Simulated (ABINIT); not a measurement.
# MnO2 (P-3m1) in ABINIT: reference runs

How does MnO2 come out in PBE? The cell is run as given.

Everything below comes from runs of ABINIT 10.8.3 (patched build). Logs are shortened: lines on timing, memory, paths and dates and some standing lists are left out, and cuts for length are marked. The log counts tension as positive stress, the text compression.

## 1. Starting point

It takes space group P-3m1 (No. 164, trigonal). The conventional cell has a = 2.857 Å, b = 2.857 Å, c = 4.601 Å, α = 90.00°, β = 90.00°, γ = 120.00°. Mn (site symmetry -3m) has 6 O at 1.90 Å as nearest neighbours. O (site symmetry 3m) is surrounded by 3 Mn at 1.90 Å.

Measurements of this composition are mostly on another form, of space group No. 136.

## 2. Single point, PBE, collinear spin, ferromagnetic start

File run.abi:

```
pp_dirpath "./"
pseudos "Mn.GGA_PBE-JTH.xml, O.GGA_PBE-JTH.xml"

acell 3*1.0
rprim
     5.3981504145     0.0000000000     0.0000000000
    -2.6990752073     4.6749353926     0.0000000000
     0.0000000000     0.0000000000     8.6953367683
ntypat 2
znucl 25 8
natom 3
typat 1 2 2
xcart
     0.0000000000     0.0000000000     2.3006870294
    -0.0000000001     1.6492461815     3.2499163096
     1.4282890903     0.8246230907     1.3514577493 Angstrom

ecut 26.0
pawecutdg 48.0

kptopt 1
ngkpt 11 11 6
nshiftk 1
shiftk 0.0 0.0 0.0

ixc 11

nband 19
occopt 3
tsmear 0.05 eV

nsppol 2
spinat
     0.0000000000     0.0000000000     4.0000000000
     0.0000000000     0.0000000000     0.0000000000
     0.0000000000     0.0000000000     0.0000000000

nstep 100
tolvrs 1.0e-9

iomode 3
prtwf 0
prtden 0
prteig 0
prtebands 0
enunit 1
```

Potentials or basis: JTH PAW PBE v2.0.

Started as:

```console
$ abinit run.abi > log 2>&1
```

run.abo:

```text
.Version 10.8.3 of ABINIT
 Symmetries : space group P-3 m 1 (#164); Bravais hP (primitive hexag.)
================================================================================
 Values of the parameters that define the memory need of the present run
     intxc =       0    ionmov =       0      iscf =      17    lmnmax =      18
     lnmax =       6     mgfft =      40  mpssoang =       3    mqgrid =    3001
     natom =       3  nloc_mem =       2    nspden =       2   nspinor =       1
    nsppol =       2      nsym =      12    n1xccc =       1    ntypat =       2
    occopt =       3   xclevel =       2
       mpw =        1404          nfft =       29160          nkpt =          84
 PAW method is used; the additional fine FFT grid is defined by:
   mgfftf=        60    nfftf =     77760
================================================================================
================================================================================

--------------------------------------------------------------------------------
------------- Echo of variables that govern the present computation ------------
--------------------------------------------------------------------------------
 -outvars: echo values of preprocessed input variables --------
            acell      1.0000000000E+00  1.0000000000E+00  1.0000000000E+00 Bohr
              amu      5.49380500E+01  1.59994000E+01
             ecut      2.60000000E+01 Hartree
           enunit           1
                       outvar_i_n : Printing only first  50 k-points.
              ixc          11
                       outvar_i_n : Printing only first  50 k-points.
         kptrlatt       11    0    0      0   11    0      0    0    6
          kptrlen      5.21720206E+01
            natom           3
            nband          19
            ngfft          27      27      40
          ngfftdg          36      36      60
             nkpt          84
           nspden           2
           nsppol           2
            nstep         100
             nsym          12
           ntypat           2
                       prtocc : prtvol=0, do not print more k-points.
                       1.000000  1.000000  1.000000  1.000000  1.000000  1.000000
                       1.000000  1.000000  1.000000  1.000000  1.000000  1.000000
                       1.000000  1.000000  0.000000  0.000000  0.000000  0.000000
                       0.000000
                       1.000000  1.000000  1.000000  1.000000  1.000000  1.000000
                       1.000000  1.000000  1.000000  1.000000  1.000000  1.000000
                       1.000000  1.000000  0.000000  0.000000  0.000000  0.000000
                       0.000000
                       1.000000  1.000000  1.000000  1.000000  1.000000  1.000000
                       1.000000  1.000000  1.000000  1.000000  1.000000  1.000000
                       1.000000  1.000000  0.000000  0.000000  0.000000  0.000000
                       0.000000
                       1.000000  1.000000  1.000000  1.000000  1.000000  1.000000
                       1.000000  1.000000  1.000000  1.000000  1.000000  1.000000
                       1.000000  1.000000  0.000000  0.000000  0.000000  0.000000
                       0.000000
                       1.000000  1.000000  1.000000  1.000000  1.000000  1.000000
[... 168 lines left out ...]
                       1.000000  1.000000  1.000000  1.000000  1.000000  1.000000
                       1.000000  0.000000  0.000000  0.000000  0.000000  0.000000
                       0.000000
                       1.000000  1.000000  1.000000  1.000000  1.000000  1.000000
                       1.000000  1.000000  1.000000  1.000000  1.000000  1.000000
                       1.000000  0.000000  0.000000  0.000000  0.000000  0.000000
                       0.000000
                       1.000000  1.000000  1.000000  1.000000  1.000000  1.000000
                       1.000000  1.000000  1.000000  1.000000  1.000000  1.000000
                       1.000000  0.000000  0.000000  0.000000  0.000000  0.000000
                       0.000000
                       1.000000  1.000000  1.000000  1.000000  1.000000  1.000000
                       1.000000  1.000000  1.000000  1.000000  1.000000  1.000000
                       1.000000  0.000000  0.000000  0.000000  0.000000  0.000000
                       0.000000
                       prtocc : prtvol=0, do not print more k-points.
           occopt           3
        pawecutdg      4.80000000E+01 Hartree
         pawxcdev           0
           prtden           0
        prtebands           0
           prteig           0
            prtwf           0
            rprim      5.3981504145E+00  0.0000000000E+00  0.0000000000E+00
                      -2.6990752073E+00  4.6749353926E+00  0.0000000000E+00
[... 138 lines left out ...]
- [ -2.66031389E-27,   1.84311953E-27,   5.77865744E-03, ]
- [  2.12825111E-27,  -9.21559764E-28,  -5.77865744E-03, ]
force_length_stats: {min:   2.89120579E-19, max:   5.77865744E-03, mean:   3.85243829E-03, }
...

 Integrated electronic and magnetization densities in atomic spheres:
 ------------------------------------------------------------------------------------------------------------
 Radius=ratsph(iatom), smearing ratsm=  0.0000. Diff(up-dn)=approximate z local magnetic moment.
    Atom    Radius    up_density   dn_density  Total(up+dn)  Diff(up-dn)
    1 Mn   2.11192     8.035094     5.247819     13.282913     2.787274
    2  O   1.41465     2.287524     2.242080      4.529604     0.045444
    3  O   1.41465     2.287524     2.242080      4.529604     0.045444
 ------------------------------------------------------------------------------------------------------------
  Sum:                12.610142     9.731979     22.342121     2.878163
 Total magnetization (from the atomic spheres):                2.878163
 Total magnetization (exact up - dn):                          2.999985

================================================================================

 ----iterations are completed or convergence reached----

 Mean square residual over all n,k,spin=   27.250E-09; max=  39.753E-06
 reduced coordinates (array xred) for    3 atoms
       0.000000000000      0.000000000000      0.500000000327
       0.333333333333      0.666666666667      0.706292570468
       0.666666666667      0.333333333333      0.293707430186
 rms dE/dt=  2.3687E-02; max dE/dt=  5.0247E-02; dE/dt below (all hartree)
    1       0.000000000000      0.000000000000      0.000000000000
    2       0.000000000000     -0.000000000000     -0.050247372516
    3      -0.000000000000      0.000000000000      0.050247372516

 cartesian coordinates (angstrom) at end:
    1      0.00000000000000     0.00000000000000     2.30068702940000
    2     -0.00000000001764     1.64924618035299     3.24991630955000
    3      1.42828908921220     0.82462309017650     1.35145774925000

 cartesian forces (hartree/bohr) at end:
    1      0.00000000000000    -0.00000000000000    -0.00000000000000
    2     -0.00000000000000     0.00000000000000     0.00577865744074
    3      0.00000000000000    -0.00000000000000    -0.00577865744074
 frms,max,avg= 2.7240852E-03 5.7786574E-03   0.000E+00  0.000E+00  0.000E+00 h/b

 cartesian forces (eV/Angstrom) at end:
    1      0.00000000000000    -0.00000000000000    -0.00000000000000
    2     -0.00000000000000     0.00000000000000     0.29715051304197
    3      0.00000000000000    -0.00000000000000    -0.29715051304197
 frms,max,avg= 1.4007810E-01 2.9715051E-01   0.000E+00  0.000E+00  0.000E+00 e/A
 length scales=  1.000000000000  1.000000000000  1.000000000000 bohr
              =  0.529177210544  0.529177210544  0.529177210544 angstroms
 Fermi (or HOMO) energy (eV) =   4.00129   Average Vxc (eV)= -10.51954
 Eigenvalues (   eV  ) for nkpt=  84  k points, SPIN UP:
 kpt#   1, nband= 19, wtk=  0.00138, kpt=  0.0000  0.0000  0.0000 (reduced coord)
 -78.06098  -46.70547  -46.70000  -46.70000  -16.09861  -13.77606   -2.76630   -2.36681
  -2.36681    1.16836    1.16836    2.14375    2.14375    2.38923    3.19681    6.47152
   6.47152   10.67886   13.92874
 prteigrs : prtvol=0 or 1, do not print more k-points.

 Eigenvalues (   eV  ) for nkpt=  84  k points, SPIN DOWN:
 kpt#   1, nband= 19, wtk=  0.00138, kpt=  0.0000  0.0000  0.0000 (reduced coord)
 -74.86476  -43.63259  -43.63259  -43.46715  -15.94291  -13.66359   -1.90768   -1.50175
  -1.50175    2.20770    2.20770    2.56350    4.40880    4.40880    6.01704    7.77139
   7.77139   11.07337   14.46496
 prteigrs : prtvol=0 or 1, do not print more k-points.

--- !EnergyTerms
iteration_state     : {dtset: 1, }
comment             : Components of total free energy in Hartree
kinetic             :  2.77479539945373E+01
hartree             :  4.75921327584363E+01
xc                  : -9.64994728777339E+00
Ewald energy        : -7.49498769286594E+01
psp_core            :  4.80174720632148E+00
local_psp           : -1.26661366788133E+02
PAW spherical_terms : -6.02404257224887E+00
internal            : -1.37143399617519E+02
'-kT*entropy'       : -2.27180855684243E-07
total_energy        : -1.37143399844700E+02
total_energy_eV     : -3.73186202426115E+03
...

--- !EnergyTermsDC
iteration_state     : {dtset: 1, }
comment             : '"Double-counting" decomposition of free energy'
band_energy         : -1.76481482354349E+01
Ewald energy        : -7.49498769286594E+01
psp_core            :  4.80174720632148E+00
xc_dc               : -4.46940756645014E+01
PAW spherical_terms : -4.65304756007235E+00
internal            : -1.37143401182346E+02
'-kT*entropy'       : -2.27180855684243E-07
total_energy_dc     : -1.37143401409527E+02
total_energy_dc_eV  : -3.73186206684226E+03
...

--- !EnergyTermsWithPAWCore
iteration_state     : {dtset: 1, }
comment             : 'Components of total free energy, including PAW core contributions'
Total energy        : -1.30918734882811E+03
Total energy DC     : -1.30918735039294E+03
Total energy (eV)   : -3.56248026173137E+04
Total energy DC (eV): -3.56248026598948E+04
...

 Cartesian components of stress tensor (hartree/bohr^3)
  sigma(1 1)= -2.01070881E-04  sigma(3 2)=  0.00000000E+00
  sigma(2 2)= -2.01070883E-04  sigma(3 1)=  0.00000000E+00
  sigma(3 3)= -1.52508669E-04  sigma(2 1)=  2.31890468E-13

-Cartesian components of stress tensor (GPa)         [Pressure=  5.4395E+00 GPa]
- sigma(1 1)= -5.91570957E+00  sigma(3 2)=  0.00000000E+00
- sigma(2 2)= -5.91570962E+00  sigma(3 1)=  0.00000000E+00
- sigma(3 3)= -4.48695994E+00  sigma(2 1)=  6.82245311E-09

== END DATASET(S) ==============================================================
================================================================================

 -outvars: echo values of variables after computation  --------
            acell      1.0000000000E+00  1.0000000000E+00  1.0000000000E+00 Bohr
           etotal     -1.3714340141E+02
            fcart      5.3206277783E-28 -9.2155976398E-28 -2.8912057933E-19
                      -2.6603138892E-27  1.8431195279E-27  5.7786574407E-03
                       2.1282511113E-27 -9.2155976396E-28 -5.7786574407E-03
            rprim      5.3981504145E+00  0.0000000000E+00  0.0000000000E+00
                      -2.6990752073E+00  4.6749353926E+00  0.0000000000E+00
                       0.0000000000E+00  0.0000000000E+00  8.6953367683E+00
           strten     -2.0107088128E-04 -2.0107088307E-04 -1.5250866856E-04
                       0.0000000000E+00  0.0000000000E+00  2.3189046788E-13
           xangst      0.0000000000E+00  0.0000000000E+00  2.3006870294E+00
                      -1.7639255501E-11  1.6492461804E+00  3.2499163095E+00
                       1.4282890892E+00  8.2462309018E-01  1.3514577492E+00
             xred      0.0000000000E+00  0.0000000000E+00  5.0000000033E-01
                       3.3333333333E-01  6.6666666667E-01  7.0629257047E-01
                       6.6666666667E-01  3.3333333333E-01  2.9370743019E-01
 Calculation completed.
```

Run time: 5.8 min. Hardware: 1 thread of Arm Neoverse N1, shared host; peak memory 0.23 GiB.

What came out:

* Free energy: -3731.8621 eV
* Pressure: 5.4 GPa
* Largest force: 0.297 eV/Å
* Band gap on the k mesh: 0.83 eV, indirect (least direct gap 0.89 eV)
* Net moment: 3.00 μB per cell
* Site moments: Mn +2.79; O +0.05 μB
* Valence electrons inside the program's atomic spheres: Mn 13.28; O 4.53

Forces in eV/Å, atoms in the order of the input:
```
Mn   0.000  0.000  0.000
O    0.000  0.000  0.297
O    0.000  0.000 -0.297
```

Caveat: an odd mesh through Γ misses points on the zone boundary, where band edges often lie; a cell with one magnetic atom can't hold antiferromagnetic order, which such compounds often take.
